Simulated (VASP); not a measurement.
# Os (Fm-3m) in VASP: a series of runs, part 2 of 2

VASP 6.6.1.

## (4) Single point, PBE, non-collinear spin, zero start, spin-orbit coupling

This run uses another cell than the first one, of 14.39 Å³/atom, 1.023 times its volume.

Input file INCAR:

```
ALGO = Fast
EDIFF = 1E-6
ENCUT = 520
GGA = PE
GGA_COMPAT = F
ISIF = 2
ISMEAR = 0
LASPH = T
LCHARG = F
LMAXMIX = 4
LORBIT = 11
LORBMOM = T
LREAL = F
LSORBIT = T
LWAVE = F
MAGMOM = 0 0 0
NBANDS = 19
NELM = 150
PREC = Accurate
SIGMA = 0.05
```

Input file KPOINTS:

```
k-points
0
Gamma
  18 18 18
```

Input file POSCAR:

```
Os
1.0
    0.0000000000      1.9304498380      1.9304498380
    1.9304498380      0.0000000000      1.9304498380
    1.9304498380      1.9304498380      0.0000000000
Os
1
Direct
    0.0000000000      0.0000000000      0.0000000000
```

Potentials or basis: VASP PAW PBE potentials, release 64 (Os).

Run with:

```console
$ cat potpaw_PBE.64/Os/POTCAR > POTCAR
$ mpirun -np 1 vasp_ncl > vasp.out
```

OUTCAR:

```text
EDIFF = 1E-6
   ENCUT = 520
   GGA = PE
   ISIF = 2
   ISMEAR = 0
   LASPH = T
   LORBIT = 11
   LREAL = F
   LSORBIT = T
   NELM = 150
   PREC = Accurate

 ion  position               nearest neighbor table
   1  0.000  0.000  0.000-

  LATTYP: Found a face centered cubic cell.
 ALAT       =     3.8608996760

  Lattice vectors:

 A1 = (   0.0000000000,   1.9304498380,   1.9304498380)
 A2 = (   1.9304498380,   0.0000000000,   1.9304498380)
 A3 = (   1.9304498380,   1.9304498380,   0.0000000000)

Analysis of symmetry for initial positions (statically):
=====================================================================
 Subroutine PRICEL returns:
 Original cell was already a primitive cell.

 Routine SETGRP: Setting up the symmetry group for a
 face centered cubic supercell.

 Subroutine GETGRP returns: Found 48 space group operations
 (whereof 48 operations were pure point group operations)
 out of a pool of 48 trial point group operations.

The static configuration has the point symmetry O_h .

Analysis of symmetry for dynamics (positions and initial velocities):
=====================================================================
 Subroutine PRICEL returns:
 Original cell was already a primitive cell.

 Routine SETGRP: Setting up the symmetry group for a
 face centered cubic supercell.

 Subroutine GETGRP returns: Found 48 space group operations
 (whereof 48 operations were pure point group operations)
 out of a pool of 48 trial point group operations.

The dynamic configuration has the point symmetry O_h .

Analysis of structural, dynamic, and magnetic symmetry:
=====================================================================
 Subroutine PRICEL returns:
 Original cell was already a primitive cell.

 Routine SETGRP: Setting up the symmetry group for a
 face centered cubic supercell.

 Subroutine GETGRP returns: Found 48 space group operations
 (whereof 48 operations were pure point group operations)
 out of a pool of 48 trial point group operations.

The overall configuration has the point symmetry O_h .

 Subroutine INISYM returns: Found 48 space group operations
 (whereof 48 operations are pure point group operations),
 and found     1 'primitive' translations

----------------------------------------------------------------------------------------

                                     Primitive cell

  volume of cell :      14.3882

  direct lattice vectors                    reciprocal lattice vectors
     0.000000000  1.930449838  1.930449838    -0.259006989  0.259006989  0.259006989
     1.930449838  0.000000000  1.930449838     0.259006989 -0.259006989  0.259006989
     1.930449838  1.930449838  0.000000000     0.259006989  0.259006989 -0.259006989

  length of vectors
     2.730068342  2.730068342  2.730068342     0.448613265  0.448613265  0.448613265

  position of ions in fractional coordinates (direct lattice)
     0.000000000  0.000000000  0.000000000

  ion indices of the primitive-cell ions
   primitive index   ion index
                 1           1

[... 101 lines left out ...]
   LRPA    =     F    only Hartree local field effects (RPA)
 RMM-DIIS sequential band-by-band and
 Gauss-broadening in eV      SIGMA  =   0.05
  energy-cutoff  :      520.00
  volume of cell :       14.39
 maximum number of plane-waves:       794
   NGX = 11   NGY = 11   NGZ = 11

 number of electron       8.0000000 magnetization       0.0000000      0.0000000      0.0000000

 number of electron       8.0000000 magnetization      -0.0000000     -0.0000000     -0.0000000

 number of electron       8.0000000 magnetization      -0.0000000      0.0000000     -0.0000000

 number of electron       8.0000000 magnetization       0.0000000     -0.0000000      0.0000000

 Free energy of the ion-electron system (eV)
  ---------------------------------------------------
  ext. energy  EPLUGINS =         0.00000000
  ---------------------------------------------------
  free energy    TOTEN  =       -11.45220186 eV

  energy without entropy =      -11.45137259  energy(sigma->0) =      -11.45178722

 E-fermi :   8.9316     XC(G=0): -13.8926

 val. band max:        8.9243016674   @ k =   0.3333   0.2778   0.0556
 cond. band min:       8.9645578093   @ k =   0.3333   0.2778   0.0000
 fundamental gap:      0.0402561418
 Fermi energy:         8.9316299076

 k-point     1 :       0.0000    0.0000    0.0000
  band No.  band energies     occupation
      1      -1.6399      1.00000
      2      -1.6399      1.00000
      3       5.7612      1.00000
      4       5.7612      1.00000
      5       5.7612      1.00000
      6       5.7612      1.00000
[... 505 lines left out ...]
      6       6.1061      1.00000
[... 11 lines left out ...]
     18      31.1794      0.00000
     19      32.6727      0.00000

 [... further k-points ...]

------------------------ aborting loop because EDIFF is reached ----------------------------------------

  FORCE on cell =-STRESS in cart. coord.  units (eV):
  Direction    XX          YY          ZZ          XY          YZ          ZX
  --------------------------------------------------------------------------------------
  -------------------------------------------------------------------------------------
  Total       -0.1056475     -0.1056475     -0.1056475      0.0000000      0.0000000      0.0000000
  in kB      -11.7642459    -11.7642459    -11.7642459      0.0000000      0.0000000      0.0000000
  external PRESSURE =     -11.7642459 kB  Pullay stress =       0.0000000 kB

 VOLUME and BASIS-vectors are now :
 -----------------------------------------------------------------------------
  energy-cutoff  :      520.00
  volume of cell :       14.39
      direct lattice vectors                 reciprocal lattice vectors
     0.000000000  1.930449838  1.930449838    -0.259006989  0.259006989  0.259006989
     1.930449838  0.000000000  1.930449838     0.259006989 -0.259006989  0.259006989
     1.930449838  1.930449838  0.000000000     0.259006989  0.259006989 -0.259006989

 POSITION                                       TOTAL-FORCE (eV/Angst)
 -----------------------------------------------------------------------------------
      0.00000      0.00000      0.00000         0.000000      0.000000     -0.000000
 -----------------------------------------------------------------------------------
    total drift:                                0.000000     -0.000000      0.000000

  FREE ENERGIE OF THE ION-ELECTRON SYSTEM (eV)
  ---------------------------------------------------
  free  energy   TOTEN  =       -11.4522018626 eV

  energy  without entropy=      -11.4513725859  energy(sigma->0) =      -11.45178722

 orbital moment (x)

 # of ion     p       d       tot
 ----------------------------------------
  1        -0.000   0.000   0.000
 ----------------------------------------
           -0.000   0.000   0.000

 orbital moment (y)

 # of ion     p       d       tot
 ----------------------------------------
  1        -0.000  -0.000  -0.000
 ----------------------------------------
           -0.000  -0.000  -0.000

 orbital moment (z)

 # of ion     p       d       tot
 ----------------------------------------
  1         0.000   0.000   0.000
 ----------------------------------------
            0.000   0.000   0.000

 Spin-Orbit-Coupling matrix elements

 Ion:    1  E_soc:     -0.6815371
 l=   1
     0.0000000    -0.0425891    -0.0425891
    -0.0425891     0.0000000    -0.0425891
    -0.0425891    -0.0425891     0.0000000
 l=   2
     0.0000000    -0.0127027     0.0000000    -0.0127027    -0.0582978
    -0.0127027     0.0000000    -0.0437233    -0.0127027    -0.0145744
     0.0000000    -0.0437233     0.0000000    -0.0437233     0.0000000
    -0.0127027    -0.0127027    -0.0437233     0.0000000    -0.0145744
    -0.0582978    -0.0145744     0.0000000    -0.0145744     0.0000000
 l=   3
     0.0000000     0.0000000     0.0000000     0.0000000     0.0000000     0.0000000     0.0000000
     0.0000000     0.0000000     0.0000000     0.0000000     0.0000000     0.0000000     0.0000000
     0.0000000     0.0000000     0.0000000     0.0000000     0.0000000     0.0000000     0.0000000
     0.0000000     0.0000000     0.0000000     0.0000000     0.0000000     0.0000000     0.0000000
     0.0000000     0.0000000     0.0000000     0.0000000     0.0000000     0.0000000     0.0000000
     0.0000000     0.0000000     0.0000000     0.0000000     0.0000000     0.0000000     0.0000000
     0.0000000     0.0000000     0.0000000     0.0000000     0.0000000     0.0000000     0.0000000

 total charge

# of ion       s       p       d       tot
------------------------------------------
    1        0.653   0.750   5.972   7.375

 magnetization (x)

# of ion       s       p       d       tot
------------------------------------------
    1        0.000   0.000   0.000   0.000

 magnetization (y)

# of ion       s       p       d       tot
------------------------------------------
    1        0.000   0.000   0.000   0.000

 magnetization (z)

# of ion       s       p       d       tot
------------------------------------------
    1        0.000   0.000   0.000   0.000
```

stdout:

```text
POSCAR found type information on POSCAR Os
 POSCAR found :  1 types and       1 ions
 scaLAPACK will be used
 LDA part: xc-table for (Slater+PW92), standard interpolation
 POSCAR, INCAR and KPOINTS ok, starting setup
 FFT: planning ... GRIDC
 FFT: planning ... GRID_SOFT
 FFT: planning ... GRID
 WAVECAR not read
 entering main loop
```

Wall time 72 s (1 thread of Intel Xeon 6975P-C (Granite Rapids), shared host); peak memory 0.22 GiB.

Results:

* Free energy: -11.4522 eV
* Pressure: -1.2 GPa
* Net moment: 0.00 μB per cell
* Valence electrons inside the program's atomic spheres: Os 7.38

Moments on the atoms (μB; x, y, z):
```
Os  0.00 0.00 0.00
```

## (5) The runs side by side

| spin | cell | k mesh | pressure (GPa) | moment (μB) |
| --- | --- | --- | --- | --- |
| off | Fm-3m, 14.06 Å³/atom | 8 × 8 × 8 | 7.6 | - |
| non-collinear, zero start, SOC | Fm-3m, 14.35 Å³/atom | 18 × 18 × 18 | 0.0 | 0.00 |
| non-collinear, zero start, SOC | Fm-3m, 14.39 Å³/atom | 18 × 18 × 18 | -1.2 | 0.00 |

Alike in all rows: task single point; level PBE; potentials or basis VASP PAW PBE potentials, release 64 (Os); cutoff (eV) 520; smearing gaussian 0.05 eV.

Absolute energies hang on the potentials; compare differences alone.
